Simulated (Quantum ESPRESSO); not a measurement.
# Ti (P6/mmm) in Quantum ESPRESSO: further runs, part 2 of 2

Quantum ESPRESSO 7.5.

## 3. Band structure, PBE

The input, pw.in:

```
&CONTROL
  calculation = 'scf'
  prefix = 'pwscf'
  outdir = './tmp'
  pseudo_dir = './pseudo'
  tprnfor = .true.
  tstress = .true.
  disk_io = 'low'
/
&SYSTEM
  ibrav = 0
  celldm(1) = 8
  nat = 3
  ntyp = 1
  ecutwfc = 70
  nbnd = 26
  occupations = 'smearing'
  smearing = 'fd'
  degauss = 0.00367493
/
&ELECTRONS
  conv_thr = 6d-10
  electron_maxstep = 120
  mixing_beta = 0.5
/
ATOMIC_SPECIES
Ti    47.8670 22_Ti_12_2.0_2.8_pbe_n_v1.0.upf
CELL_PARAMETERS alat
  1.0788859422929   0.0000000000000   0.0000000000000
 -0.5394429711464   0.9343426338103   0.0000000000000
  0.0000000000000   0.0000000000000   0.6676034539491
ATOMIC_POSITIONS crystal
Ti     0.6666666667    0.3333333333    0.5000000000
Ti     0.3333333333    0.6666666667    0.5000000000
Ti     0.0000000000    0.0000000000    0.0000000000
K_POINTS automatic
7 7 9 0 0 0
```

The input, bands.in:

```
&CONTROL
  calculation = 'bands'
  prefix = 'pwscf'
  outdir = './tmp'
  pseudo_dir = './pseudo'
  disk_io = 'low'
  verbosity = 'high'
/
&SYSTEM
  ibrav = 0
  celldm(1) = 8
  nat = 3
  ntyp = 1
  ecutwfc = 70
  nbnd = 26
  occupations = 'smearing'
  smearing = 'fd'
  degauss = 0.00367493
/
&ELECTRONS
  conv_thr = 1d-08
  electron_maxstep = 120
  mixing_beta = 0.5
  diago_full_acc = .true.
  startingwfc = 'random'
/
ATOMIC_SPECIES
Ti    47.8670 22_Ti_12_2.0_2.8_pbe_n_v1.0.upf
CELL_PARAMETERS alat
  1.0788859422929   0.0000000000000   0.0000000000000
 -0.5394429711464   0.9343426338103   0.0000000000000
  0.0000000000000   0.0000000000000   0.6676034539491
ATOMIC_POSITIONS crystal
Ti     0.6666666667    0.3333333333    0.5000000000
Ti     0.3333333333    0.6666666667    0.5000000000
Ti     0.0000000000    0.0000000000    0.0000000000
K_POINTS crystal
60
 0.0000000000  0.0000000000  0.0000000000 1
 0.1000000000  0.0000000000  0.0000000000 1
 0.2000000000  0.0000000000  0.0000000000 1
 0.3000000000  0.0000000000  0.0000000000 1
 0.4000000000  0.0000000000  0.0000000000 1
 0.5000000000  0.0000000000  0.0000000000 1
 0.4444444444  0.1111111111  0.0000000000 1
 0.3888888889  0.2222222222  0.0000000000 1
 0.3333333333  0.3333333333  0.0000000000 1
 0.2777777778  0.2777777778  0.0000000000 1
 0.2222222222  0.2222222222  0.0000000000 1
 0.1666666667  0.1666666667  0.0000000000 1
 0.1111111111  0.1111111111  0.0000000000 1
 0.0555555556  0.0555555556  0.0000000000 1
 0.0000000000  0.0000000000  0.0000000000 1
 0.0000000000  0.0000000000  0.0625000000 1
 0.0000000000  0.0000000000  0.1250000000 1
 0.0000000000  0.0000000000  0.1875000000 1
 0.0000000000  0.0000000000  0.2500000000 1
 0.0000000000  0.0000000000  0.3125000000 1
 0.0000000000  0.0000000000  0.3750000000 1
 0.0000000000  0.0000000000  0.4375000000 1
 0.0000000000  0.0000000000  0.5000000000 1
 0.0833333333  0.0000000000  0.5000000000 1
 0.1666666667  0.0000000000  0.5000000000 1
 0.2500000000  0.0000000000  0.5000000000 1
 0.3333333333  0.0000000000  0.5000000000 1
 0.4166666667  0.0000000000  0.5000000000 1
 0.5000000000  0.0000000000  0.5000000000 1
 0.4444444444  0.1111111111  0.5000000000 1
 0.3888888889  0.2222222222  0.5000000000 1
 0.3333333333  0.3333333333  0.5000000000 1
 0.2857142857  0.2857142857  0.5000000000 1
 0.2380952381  0.2380952381  0.5000000000 1
 0.1904761905  0.1904761905  0.5000000000 1
 0.1428571429  0.1428571429  0.5000000000 1
 0.0952380952  0.0952380952  0.5000000000 1
 0.0476190476  0.0476190476  0.5000000000 1
 0.0000000000  0.0000000000  0.5000000000 1
 0.5000000000  0.0000000000  0.5000000000 1
 0.5000000000  0.0000000000  0.4444444444 1
 0.5000000000  0.0000000000  0.3888888889 1
 0.5000000000  0.0000000000  0.3333333333 1
 0.5000000000  0.0000000000  0.2777777778 1
 0.5000000000  0.0000000000  0.2222222222 1
 0.5000000000  0.0000000000  0.1666666667 1
 0.5000000000  0.0000000000  0.1111111111 1
 0.5000000000  0.0000000000  0.0555555556 1
 0.5000000000  0.0000000000  0.0000000000 1
 0.3333333333  0.3333333333  0.0000000000 1
 0.3333333333  0.3333333333  0.0500000000 1
 0.3333333333  0.3333333333  0.1000000000 1
 0.3333333333  0.3333333333  0.1500000000 1
 0.3333333333  0.3333333333  0.2000000000 1
 0.3333333333  0.3333333333  0.2500000000 1
 0.3333333333  0.3333333333  0.3000000000 1
 0.3333333333  0.3333333333  0.3500000000 1
 0.3333333333  0.3333333333  0.4000000000 1
 0.3333333333  0.3333333333  0.4500000000 1
 0.3333333333  0.3333333333  0.5000000000 1
```

Potentials or basis: SPMS 1.0 PBE.

Run with:

```console
$ OMP_NUM_THREADS=1 pw.x -in pw.in > pw.out
$ OMP_NUM_THREADS=1 pw.x -in bands.in > bands.out
```

pw.out:

```text
This program is part of the open-source Quantum ESPRESSO suite
     for quantum simulation of materials; please cite
         "P. Giannozzi et al., J. Phys.:Condens. Matter 21 395502 (2009);
         "P. Giannozzi et al., J. Phys.:Condens. Matter 29 465901 (2017);
         "P. Giannozzi et al., J. Chem. Phys. 152 154105 (2020);
     in publications or presentations arising from this work. More details at

     Message from routine setup:
     using ibrav=0 with symmetry is DISCOURAGED, use correct ibrav instead

     G-vector sticks info
     --------------------
     sticks:   dense  smooth     PW     G-vecs:    dense   smooth      PW
     Sum        1417    1417    421                27209    27209    4323

     Using Slab Decomposition

     bravais-lattice index     =            0
     lattice parameter (alat)  =       8.0000  a.u.
     unit-cell volume          =     344.5643 (a.u.)^3
     number of atoms/cell      =            3
     number of atomic types    =            1
     number of electrons       =        36.00
     number of Kohn-Sham states=           26
     kinetic-energy cutoff     =      70.0000  Ry
     charge density cutoff     =     280.0000  Ry
     scf convergence threshold =      6.0E-10
     mixing beta               =       0.5000
     number of iterations used =            8  plain     mixing
     Exchange-correlation= PBE
                           (   1   4   3   4   0   0   0)

     celldm(1)=   8.000000  celldm(2)=   0.000000  celldm(3)=   0.000000
     celldm(4)=   0.000000  celldm(5)=   0.000000  celldm(6)=   0.000000

     crystal axes: (cart. coord. in units of alat)
               a(1) = (   1.078886   0.000000   0.000000 )
               a(2) = (  -0.539443   0.934343   0.000000 )
               a(3) = (   0.000000   0.000000   0.667603 )

     reciprocal axes: (cart. coord. in units 2 pi/alat)
               b(1) = (  0.926882  0.535136 -0.000000 )
               b(2) = (  0.000000  1.070271  0.000000 )
               b(3) = (  0.000000 -0.000000  1.497895 )

     PseudoPot. # 1 for Ti read from file:
     22_Ti_12_2.0_2.8_pbe_n_v1.0.upf
     Pseudo is Norm-conserving + core correction, Zval = 12.0
     Generated using ONCVPSP code by D. R. Hamann
     Using radial grid of 1584 points,  6 beta functions with:
                l(1) =   0
                l(2) =   0
                l(3) =   1
                l(4) =   1
                l(5) =   2
                l(6) =   2

     atomic species   valence    mass     pseudopotential
     Ti               12.00    47.86700     Ti( 1.00)

     24 Sym. Ops., with inversion, found

   Cartesian axes

     site n.     atom                  positions (alat units)
         1        Ti     tau(   1) = (   0.5394430   0.3114475   0.3338017  )
         2        Ti     tau(   2) = (  -0.0000000   0.6228951   0.3338017  )
         3        Ti     tau(   3) = (   0.0000000   0.0000000   0.0000000  )

     number of k points=    40  Fermi-Dirac smearing, width (Ry)=  0.0037
                       cart. coord. in units 2pi/alat
        k(    1) = (   0.0000000   0.0000000   0.0000000), wk =   0.0045351
        k(    2) = (   0.0000000   0.0000000   0.1664328), wk =   0.0090703
        k(    3) = (   0.0000000   0.0000000   0.3328656), wk =   0.0090703
        k(    4) = (   0.0000000   0.0000000   0.4992984), wk =   0.0090703
        k(    5) = (   0.0000000   0.0000000   0.6657312), wk =   0.0090703
        k(    6) = (   0.0000000   0.1528959   0.0000000), wk =   0.0272109
[... 32 lines left out ...]
        k(   39) = (   0.2648234   0.4586877   0.4992984), wk =   0.0544218
        k(   40) = (   0.2648234   0.4586877   0.6657312), wk =   0.0544218

     Dense  grid:    27209 G-vectors     FFT dimensions: (  45,  45,  30)

     Initial potential from superposition of free atoms

     starting charge      35.9952, renormalised to      36.0000
     Starting wfcs are   30 randomized atomic wfcs

     Self-consistent Calculation

     iteration #  1     ecut=    70.00 Ry     beta= 0.50
     Davidson diagonalization with overlap
     ethr =  1.00E-02,  avg # of iterations =  3.0

     Threshold (ethr) on eigenvalues was too large:
     Diagonalizing with lowered threshold

     Davidson diagonalization with overlap
     ethr =  2.81E-04,  avg # of iterations =  3.8

     total energy              =    -351.92527056 Ry
     estimated scf accuracy    <       0.14069686 Ry

     iteration #  2     ecut=    70.00 Ry     beta= 0.50
     Davidson diagonalization with overlap
     ethr =  3.91E-04,  avg # of iterations =  5.7
[... 71 lines left out ...]
     total energy              =    -351.96440324 Ry
     estimated scf accuracy    <          1.5E-09 Ry

     iteration # 13     ecut=    70.00 Ry     beta= 0.50
     Davidson diagonalization with overlap
     ethr =  4.20E-12,  avg # of iterations =  4.0

     End of self-consistent calculation

          k = 0.0000 0.0000 0.0000 (  3483 PWs)   bands (ev):

   -43.0621 -42.8211 -42.6545 -19.3858 -19.3858 -19.2893 -19.2893 -18.9962
   -18.8003 -18.7196 -18.6851 -18.6851   7.6998  11.8412  13.0874  13.0874
    13.1776  13.1776  13.7787  14.4946  15.1054  15.1054  15.6347  15.6347
    15.7237  15.7237

          k = 0.0000 0.0000 0.1664 (  3405 PWs)   bands (ev):

   -43.0539 -42.8162 -42.6482 -19.3742 -19.3742 -19.2820 -19.2820 -19.0462
   -18.8612 -18.7702 -18.6861 -18.6861   7.9787  12.0540  12.9051  12.9051
    13.0468  13.0468  14.1458  14.7335  15.0262  15.0262  15.5856  15.5856
    15.9137  15.9137
[... 260 lines left out ...]
          k = 0.2648 0.4587 0.6657 (  3419 PWs)   bands (ev):

   -42.9918 -42.7088 -42.6757 -19.5217 -19.4072 -19.3586 -19.1681 -19.1325
   -19.1110 -19.0198 -18.8987 -18.6268  11.1913  12.0036  12.4150  12.7558
    12.7692  12.9371  14.0467  14.4405  14.6876  15.0337  16.0730  16.1541
    17.1188  17.6037

     the Fermi energy is    13.7960 ev

!    total energy              =    -351.96440325 Ry
     estimated scf accuracy    <          3.2E-10 Ry
     smearing contrib. (-TS)   =      -0.00160693 Ry
     internal energy E=F+TS    =    -351.96279632 Ry

     The total energy is F=E-TS. E is the sum of the following terms:
     one-electron contribution =    -113.08245389 Ry
     hartree contribution      =      68.59088782 Ry
     xc contribution           =     -51.24672078 Ry
     ewald contribution        =    -256.22450947 Ry

     convergence has been achieved in  13 iterations

     Forces acting on atoms (cartesian axes, Ry/au):

     atom    1 type  1   force =     0.00000000    0.00000000   -0.00000000
     atom    2 type  1   force =     0.00000000    0.00000000    0.00000000
     atom    3 type  1   force =    -0.00000000    0.00000000    0.00000000

     Total force =     0.000000     Total SCF correction =     0.000000

     Computing stress (Cartesian axis) and pressure

          total   stress  (Ry/bohr**3)                   (kbar)     P=        8.65
   0.00006312  -0.00000000   0.00000000            9.29       -0.00        0.00
  -0.00000000   0.00006312  -0.00000000           -0.00        9.29       -0.00
   0.00000000   0.00000000   0.00005014            0.00        0.00        7.38

=------------------------------------------------------------------------------=
   JOB DONE.
=------------------------------------------------------------------------------=
```

bands.out:

```text
This program is part of the open-source Quantum ESPRESSO suite
     for quantum simulation of materials; please cite
         "P. Giannozzi et al., J. Phys.:Condens. Matter 21 395502 (2009);
         "P. Giannozzi et al., J. Phys.:Condens. Matter 29 465901 (2017);
         "P. Giannozzi et al., J. Chem. Phys. 152 154105 (2020);
     in publications or presentations arising from this work. More details at
[... 998 lines left out ...]
   -19.1233 -18.9645 -18.9645 -18.6218  11.1451  12.3739  12.3739  12.6780
    12.6780  12.8375  14.4655  14.4655  14.5917  14.5917  15.9401  16.5943
    17.1140  17.7007

=------------------------------------------------------------------------------=
   JOB DONE.
=------------------------------------------------------------------------------=
```

Run time: 3.8 min. Hardware: 1 thread of Arm Neoverse V1, shared host; peak memory 0.12 GiB.

What came out:

* Free energy: -4788.7197 eV
* Pressure: 0.9 GPa
* Band gap on the k mesh: none (metal or under the smearing width)

Stress tensor (GPa, compression positive):
```
0.93 0.00 0.00
0.00 0.93 0.00
0.00 0.00 0.74
```

Levels at the corners of the path, in eV from the Fermi level:
```csv
point,band 14,band 15,band 16,band 17,band 18,band 19,band 20,band 21,band 22,band 23
Γ,-1.95,-0.71,-0.71,-0.62,-0.62,-0.02,0.70,1.31,1.31,1.84
M,-3.56,-2.63,-0.41,-0.39,-0.35,0.07,0.55,1.05,1.11,1.94
K,-3.14,-3.14,-0.29,-0.29,-0.09,0.11,0.39,0.39,1.56,1.56
Γ,-1.95,-0.71,-0.71,-0.62,-0.62,-0.02,0.70,1.31,1.31,1.84
A,-2.10,-2.10,-1.74,-1.63,-1.63,1.07,1.07,1.27,1.27,2.98
L,-2.10,-1.70,-1.17,-0.69,-0.64,0.37,0.83,0.94,1.06,2.26
H,-1.42,-1.42,-1.12,-1.12,-0.96,0.67,0.67,0.80,0.80,2.14
A,-2.10,-2.10,-1.74,-1.63,-1.63,1.07,1.07,1.27,1.27,2.98
L,-2.10,-1.70,-1.17,-0.69,-0.64,0.37,0.83,0.94,1.06,2.26
M,-3.56,-2.63,-0.41,-0.39,-0.35,0.07,0.55,1.05,1.11,1.94
K,-3.14,-3.14,-0.29,-0.29,-0.09,0.11,0.39,0.39,1.56,1.56
H,-1.42,-1.42,-1.12,-1.12,-0.96,0.67,0.67,0.80,0.80,2.14
```

Caveat: some levels on the path didn't converge.

## 4. Band structure, PBE

pw.in, as its differences from that of step 3:

```diff
@@ -14,3 +14,4 @@
   ntyp = 1
-  ecutwfc = 70
+  ecutwfc = 55
+  ecutrho = 440
   nbnd = 26
@@ -26,3 +27,3 @@
 ATOMIC_SPECIES
-Ti    47.8670 22_Ti_12_2.0_2.8_pbe_n_v1.0.upf
+Ti    47.8670 ti_pbe_v1.4.uspp.F.UPF
 CELL_PARAMETERS alat
```

bands.in, as its differences from that of step 3:

```diff
@@ -13,3 +13,4 @@
   ntyp = 1
-  ecutwfc = 70
+  ecutwfc = 55
+  ecutrho = 440
   nbnd = 26
@@ -27,3 +28,3 @@
 ATOMIC_SPECIES
-Ti    47.8670 22_Ti_12_2.0_2.8_pbe_n_v1.0.upf
+Ti    47.8670 ti_pbe_v1.4.uspp.F.UPF
 CELL_PARAMETERS alat
```

Potentials or basis: SSSP 1.3 efficiency PBE.

Run with:

```console
$ OMP_NUM_THREADS=1 pw.x -in pw.in > pw.out
$ OMP_NUM_THREADS=1 pw.x -in bands.in > bands.out
```

It took 2.2 min on 1 thread of Arm Neoverse V1, shared host; peak memory 0.25 GiB.

Results (log left out):

```
Free energy            : -4867.4906 eV
Pressure               : 0.8 GPa
Band gap on the k mesh : none (metal or under the smearing width)
```

Stress tensor (GPa, compression positive):
```
0.85 0.00 0.00
0.00 0.85 0.00
0.00 0.00 0.70
```

Levels at the corners of the path, in eV from the Fermi level:
| point | band 16 | band 17 | band 18 | band 19 | band 20 | band 21 |
| --- | --- | --- | --- | --- | --- | --- |
| Γ | -0.71 | -0.62 | -0.62 | -0.01 | 0.70 | 1.31 |
| M | -0.41 | -0.39 | -0.35 | 0.06 | 0.55 | 1.05 |
| K | -0.29 | -0.29 | -0.09 | 0.11 | 0.39 | 0.39 |
| Γ | -0.71 | -0.62 | -0.62 | -0.01 | 0.70 | 1.31 |
| A | -1.73 | -1.63 | -1.63 | 1.07 | 1.07 | 1.26 |
| L | -1.17 | -0.69 | -0.64 | 0.37 | 0.83 | 0.95 |
| H | -1.11 | -1.11 | -0.96 | 0.66 | 0.66 | 0.79 |
| A | -1.73 | -1.63 | -1.63 | 1.07 | 1.07 | 1.26 |
| L | -1.17 | -0.69 | -0.64 | 0.37 | 0.83 | 0.95 |
| M | -0.41 | -0.39 | -0.35 | 0.06 | 0.55 | 1.05 |
| K | -0.29 | -0.29 | -0.09 | 0.11 | 0.39 | 0.39 |
| H | -1.11 | -1.11 | -0.96 | 0.66 | 0.66 | 0.79 |

## 5. Summary

```csv
potentials or basis,cutoff (eV),gap on the mesh (eV),pressure (GPa)
SG15 PBE 1.2,952,none,0.9
SPMS 1.0 PBE,952,none,0.9
SSSP 1.3 efficiency PBE,748,none,0.8
```

Alike in all rows: task band structure; level PBE; no spin polarisation; cell as given; k mesh 7 × 7 × 9; smearing fermi-dirac 0.05 eV.

Caveats: some levels on the path didn't converge (some runs).

Total energies depend on the potentials used, so only differences within one code and one set of settings carry meaning.
